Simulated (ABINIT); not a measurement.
# FeO (Wuestite) (Fm-3m) in ABINIT: notebook

Runs on FeO (Wuestite). Level: PBE. Tasks: optical spectrum, phonons.

Program: ABINIT 10.8.3 (patched build). These are calculated values, not measurements. Logs are shortened: lines on timing, memory, paths and dates and some standing lists are left out, and cuts for length are marked. The log counts tension as positive stress, the text compression.

**1. The undisturbed crystal**

The structure is cubic, space group Fm-3m (No. 225). The conventional cell has a = 4.311 Å, b = 4.311 Å, c = 4.311 Å, α = 90.00°, β = 90.00°, γ = 90.00°. Fe (site symmetry m-3m) is surrounded by 6 O at 2.16 Å. O (site symmetry m-3m) has 6 Fe at 2.16 Å as nearest neighbours.

**2. Optical spectrum, PBE, collinear spin, ferromagnetic start (cell relaxed at zero pressure by an earlier run)**

File run.abi:

```
ndtset 3

pp_dirpath "./"
pseudos "Fe.upf, O.upf"

acell 5.751380609 5.751380609 5.751380609
rprim
     0.0000000000     0.7071067812     0.7071067812
     0.7071067812     0.0000000000     0.7071067812
     0.7071067812     0.7071067812     0.0000000000
ntypat 2
znucl 26 8
natom 2
typat 1 2
chkprim 0
chksymtnons 0
tolsym 1.0e-6
xred
            0.0            0.0            0.0
            1/2            1/2            1/2

ecut 1251.723767 eV
ecutsm 0.5

ngkpt 8 8 8
nshiftk 4
shiftk
     0.5000000000     0.5000000000     0.5000000000
     0.5000000000     0.0000000000     0.0000000000
     0.0000000000     0.5000000000     0.0000000000
     0.0000000000     0.0000000000     0.5000000000
istwfk *1

ixc 11

occopt 3
tsmear 0.05 eV

nsppol 2
spinat
     0.0000000000     0.0000000000     3.0000000000
     0.0000000000     0.0000000000     0.0000000000

nstep 80

iomode 3
prteig 0
prtebands 0

nband1 16
tolvrs1 1.0e-12
prtden1 1
prtwf1 0
kptopt1 1

iscf2 -3
getden2 1
nband2 23
nbdbuf2 4
tolwfr2 1.0e-12
nstep2 120
prtden2 0
kptopt2 1

optdriver3 8
wfk_task3 "wfk_optics_fullbz"
getwfk3 2
nband3 19
kptopt3 1
prtevk3 1
inclvkb3 2
```

File optic.abi:

```
&FILES
 ddkfile_1 = 'runo_DS3_1_EVK.nc',
 ddkfile_2 = 'runo_DS3_2_EVK.nc',
 ddkfile_3 = 'runo_DS3_3_EVK.nc',
 wfkfile = 'runo_DS3_WFK.nc'
/
&PARAMETERS
 broadening = 0.003675,
 domega = 0.002,
 maxomega = 0.8,
 scissor = 0.000000,
 tolerance = 0.002
/
&COMPUTATIONS
 num_lin_comp = 1,
 lin_comp = 11,
 num_nonlin_comp = 0
/
```

Potentials or basis: PseudoDojo NC SR PBE v0.4.1 standard.

Run with:

```console
$ abinit run.abi > log 2>&1
$ optic optic.abi > optic.log 2>&1
```

run.abo:

```text
.Version 10.8.3 of ABINIT
 DATASET    1 : space group Fm -3 m (#225); Bravais cF (face-center cubic)
================================================================================
 Values of the parameters that define the memory need for DATASET  1.
     intxc =       0    ionmov =       0      iscf =       7    lmnmax =       6
     lnmax =       6     mgfft =      36  mpssoang =       3    mqgrid =    3001
     natom =       2  nloc_mem =       1    nspden =       2   nspinor =       1
    nsppol =       2      nsym =      48    n1xccc =    2501    ntypat =       2
    occopt =       3   xclevel =       2
       mpw =        2019          nfft =       46656          nkpt =          60
================================================================================
================================================================================
[... 13 lines left out ...]
 DATASET    3 : space group Fm -3 m (#225); Bravais cF (face-center cubic)
================================================================================
 Values of the parameters that define the memory need for DATASET  3.
     intxc =       0    ionmov =       0      iscf =       7    lmnmax =       6
     lnmax =       6     mgfft =      36  mpssoang =       3    mqgrid =    3001
     natom =       2  nloc_mem =       1    nspden =       2   nspinor =       1
    nsppol =       2      nsym =      48    n1xccc =    2501    ntypat =       2
    occopt =       3   xclevel =       2
       mpw =        2019          nfft =       46656          nkpt =          60
================================================================================
================================================================================

--------------------------------------------------------------------------------
------------- Echo of variables that govern the present computation ------------
--------------------------------------------------------------------------------
 -outvars: echo values of preprocessed input variables --------
            acell      5.7513806090E+00  5.7513806090E+00  5.7513806090E+00 Bohr
              amu      5.58470000E+01  1.59994000E+01
          chkprim           0
      chksymtnons           0
             ecut      4.60000000E+01 Hartree
           ecutsm      5.00000000E-01 Hartree
           getden1          0
           getden2          1
           getden3          0
           getwfk1          0
           getwfk2          0
           getwfk3          2
             iscf1          7
             iscf2         -3
             iscf3          7
              ixc          11
           jdtset        1    2    3
                       outvar_i_n : Printing only first  50 k-points.
         kptrlatt        8   -8    8     -8    8    8     -8   -8    8
          kptrlen      6.50694437E+01
            natom           2
            nband1         16
            nband2         23
            nband3         19
           nbdbuf1          0
           nbdbuf2          4
           nbdbuf3          0
           ndtset           3
            ngfft          36      36      36
             nkpt          60
           nspden           2
           nsppol           2
            nstep1         80
            nstep2        120
            nstep3         80
             nsym          48
           ntypat           2
                       prtocc : prtvol=0, do not print more k-points.
                       1.000000  1.000000  1.000000  1.000000  1.000000  1.000000
                       1.000000  1.000000  1.000000  1.000000  1.000000  0.000000
                       0.000000  0.000000  0.000000  0.000000
                       1.000000  1.000000  1.000000  1.000000  1.000000  1.000000
                       1.000000  1.000000  1.000000  1.000000  1.000000  0.000000
                       0.000000  0.000000  0.000000  0.000000
                       1.000000  1.000000  1.000000  1.000000  1.000000  1.000000
                       1.000000  1.000000  1.000000  1.000000  1.000000  0.000000
                       0.000000  0.000000  0.000000  0.000000
                       1.000000  1.000000  1.000000  1.000000  1.000000  1.000000
                       1.000000  1.000000  1.000000  1.000000  1.000000  0.000000
                       0.000000  0.000000  0.000000  0.000000
                       1.000000  1.000000  1.000000  1.000000  1.000000  1.000000
                       1.000000  1.000000  1.000000  1.000000  1.000000  0.000000
                       0.000000  0.000000  0.000000  0.000000
[... 850 lines left out ...]
cartesian_stress_tensor: null
pressure_GPa: null
xred      :
- [  0.0000E+00,   0.0000E+00,   0.0000E+00, Fe]
- [  5.0000E-01,   5.0000E-01,   5.0000E-01,  O]
cartesian_forces: null
force_length_stats: {min: null, max: null, mean: null, }
...

 Integrated electronic and magnetization densities in atomic spheres:
 ------------------------------------------------------------------------------------------------------------
 Radius=ratsph(iatom), smearing ratsm=  0.0000. Diff(up-dn)=approximate z local magnetic moment.
    Atom    Radius    up_density   dn_density  Total(up+dn)  Diff(up-dn)
    1 Fe   2.00000     8.719748     5.163600     13.883348     3.556148
    2  O   2.00000     3.272716     2.943716      6.216432     0.329000
 ------------------------------------------------------------------------------------------------------------
  Sum:                11.992464     8.107316     20.099780     3.885148
 Total magnetization (from the atomic spheres):                3.885148
 Total magnetization (exact up - dn):                          4.000019

================================================================================

 ----iterations are completed or convergence reached----

 Mean square residual over all n,k,spin=   42.803E-14; max=  99.918E-14
 reduced coordinates (array xred) for    2 atoms
       0.000000000000      0.000000000000      0.000000000000
       0.500000000000      0.500000000000      0.500000000000

 cartesian coordinates (angstrom) at end:
    1      0.00000000000000     0.00000000000000     0.00000000000000
    2      2.15207916857924     2.15207916857924     2.15207916857924
 length scales=  5.751380609000  5.751380609000  5.751380609000 bohr
              =  3.043499547447  3.043499547447  3.043499547447 angstroms
 Eigenvalues (hartree) for nkpt=  60  k points, SPIN UP:
 kpt#   1, nband= 23, wtk=  0.01172, kpt= -0.0625 -0.1250  0.0000 (reduced coord)
  -2.91748   -1.67376   -1.67359   -1.67357   -0.37473    0.18235    0.20822    0.20970
   0.23557    0.24246    0.25713    0.26903    0.28579    0.42256    0.88076    0.97567
   0.98053    1.04844    1.07225    1.17050    1.20446    1.28832    1.34570
      occupation numbers for kpt#   1
   1.00000    1.00000    1.00000    1.00000    1.00000    1.00000    1.00000    1.00000
   1.00000    1.00000    1.00000    1.00000    1.00000    0.00000    0.00000    0.00000
   0.00000    0.00000    0.00000    0.00000    0.00000    0.00000    0.00000
 prteigrs : prtvol=0 or 1, do not print more k-points.

 Eigenvalues (hartree) for nkpt=  60  k points, SPIN DOWN:
 kpt#   1, nband= 23, wtk=  0.01172, kpt= -0.0625 -0.1250  0.0000 (reduced coord)
  -2.77409   -1.52366   -1.52345   -1.52342   -0.35538    0.22229    0.24884    0.25037
   0.35745    0.37007    0.37045    0.40233    0.41084    0.45416    0.89878    1.01087
   1.01454    1.08922    1.09762    1.21766    1.25194    1.33253    1.39231
      occupation numbers for kpt#   1
   1.00000    1.00000    1.00000    1.00000    1.00000    1.00000    1.00000    1.00000
   1.00000    0.99986    0.99983    0.00018    0.00000    0.00000    0.00000    0.00000
   0.00000    0.00000    0.00000    0.00000    0.00000    0.00000    0.00000
 prteigrs : prtvol=0 or 1, do not print more k-points.

--- !EnergyTerms
iteration_state     : {dtset: 2, }
comment             : Components of total free energy in Hartree
kinetic             :  6.90942715536850E+01
hartree             :  3.75198477161630E+01
xc                  : -2.20247672484610E+01
Ewald energy        : -9.51603918538556E+01
psp_core            :  3.46671168376415E+00
local_psp           : -1.25004820095059E+02
non_local_psp       : -9.75528409905000E+00
internal            : -1.41864432342813E+02
'-kT*entropy'       : -3.55707285905251E-04
total_energy        : -1.41864788050099E+02
...

--- !EnergyTermsDC
iteration_state     : {dtset: 2, }
comment             : '"Double-counting" decomposition of free energy'
band_energy         : -1.32295503144613E+01
Ewald energy        : -9.51603918538556E+01
psp_core            :  3.46671168376415E+00
xc_dc               : -3.69412018480163E+01
internal            : -1.41864432332569E+02
'-kT*entropy'       : -3.55707285905251E-04
total_energy_dc     : -1.41864788039855E+02
...

================================================================================
== DATASET  3 ==================================================================

--- !DatasetInfo
iteration_state: {dtset: 3, }
dimensions: {natom: 2, nkpt: 60, mband: 19, nsppol: 2, nspinor: 1, nspden: 2, mpw: 2019, }
cutoff_energies: {ecut:  46.0, pawecutdg:  -1.0, }
electrons: {nelect:   2.20000000E+01, charge:   0.00000000E+00, occopt:   3.00000000E+00, tsmear:   1.83746611E-03, }
meta: {optdriver: 8, wfk_task: 7, }
...

 mkfilename : getwfk/=0, take file _WFK from output of DATASET   2.

 Exchange-correlation functional for the present dataset will be:
  GGA: Perdew-Burke-Ernzerhof functional - ixc=11
  J.P.Perdew, K.Burke, M.Ernzerhof, PRL 77, 3865 (1996)

--------------------------------------------------------------------------------

 Computation of velocity matrix elements (DDK)

 Parameters extracted from the Abinit header:
    ecut:     46.0
    nkpt:    2048
    mband:   23
    nsppol:  2
    nspinor: 1
    useylm:  0
    inclvkb: 2
    bmin: 1, bmax: 23
    Computing diagonal and off-diagonal matrix elements
    Between band index bmin: 1, bmax: 23

== END DATASET(S) ==============================================================
================================================================================

 -outvars: echo values of variables after computation  --------
            acell      5.7513806090E+00  5.7513806090E+00  5.7513806090E+00 Bohr
           etotal1    -1.4186478804E+02
           etotal2    -1.4186478804E+02
           etotal3     0.0000000000E+00
            fcart1    -0.0000000000E+00 -0.0000000000E+00 -0.0000000000E+00
                      -0.0000000000E+00 -0.0000000000E+00 -0.0000000000E+00
            fcart3     0.0000000000E+00  0.0000000000E+00  0.0000000000E+00
                       0.0000000000E+00  0.0000000000E+00  0.0000000000E+00
            rprim      0.0000000000E+00  7.0710678120E-01  7.0710678120E-01
                       7.0710678120E-01  0.0000000000E+00  7.0710678120E-01
                       7.0710678120E-01  7.0710678120E-01  0.0000000000E+00
           strten1     4.3727729517E-06  4.3727729517E-06  4.3727729517E-06
                       0.0000000000E+00  0.0000000000E+00  0.0000000000E+00
           strten3     0.0000000000E+00  0.0000000000E+00  0.0000000000E+00
                       0.0000000000E+00  0.0000000000E+00  0.0000000000E+00
           xangst      0.0000000000E+00  0.0000000000E+00  0.0000000000E+00
                       2.1520791686E+00  2.1520791686E+00  2.1520791686E+00
             xred      0.0000000000E+00  0.0000000000E+00  0.0000000000E+00
                       5.0000000000E-01  5.0000000000E-01  5.0000000000E-01
 Calculation completed.
```

Run time: 7.7 min. Hardware: 1 thread of Arm Neoverse V1, shared host; peak memory 3.2 GiB.

Results:

```
Free energy  : -3860.3375 eV
Pressure     : -0.1 GPa
Net moment   : 4.00 μB per cell
Site moments : Fe +3.56; O +0.33 μB
```

Dielectric function (mean over the directions given):
| energy (eV) | real part | imaginary part |
| --- | --- | --- |
| 0.33 | -9.28 | 21.03 |
| 0.98 | 2.42 | 3.41 |
| 1.63 | 3.48 | 1.90 |
| 2.29 | 4.16 | 1.00 |
| 2.94 | 5.07 | 0.58 |
| 3.70 | 6.88 | 2.24 |
| 4.35 | 6.67 | 4.07 |
| 5.01 | 4.82 | 5.18 |
| 5.66 | 3.75 | 6.19 |
| 6.31 | 1.43 | 6.06 |
| 7.08 | 2.31 | 4.06 |
| 7.73 | 0.18 | 3.86 |
| 8.38 | 0.92 | 2.98 |
| 9.03 | 1.21 | 1.97 |
| 9.69 | 1.72 | 2.20 |
| 10.45 | 2.21 | 2.50 |
| 11.10 | 2.32 | 2.87 |
| 11.76 | 1.32 | 3.48 |
| 12.41 | 0.77 | 2.79 |
| 13.06 | 0.69 | 2.51 |
| 13.82 | 1.44 | 2.23 |
| 14.48 | 0.66 | 2.56 |
| 15.13 | 0.52 | 2.74 |
| 15.78 | 0.93 | 2.65 |
| 16.44 | -0.36 | 3.02 |
| 17.20 | -0.54 | 1.98 |
| 17.85 | -0.58 | 1.20 |
| 18.50 | -0.16 | 1.19 |
| 19.16 | 0.11 | 1.20 |
| 19.92 | -0.41 | 1.60 |

Caveat: the intraband (Drude) term is left out; spectra need much finer meshes, so this one isn't converged; independent-particle spectra lack excitons; a cell with one magnetic atom can't hold antiferromagnetic order, which such compounds often take.

[end of part 1 of 2]
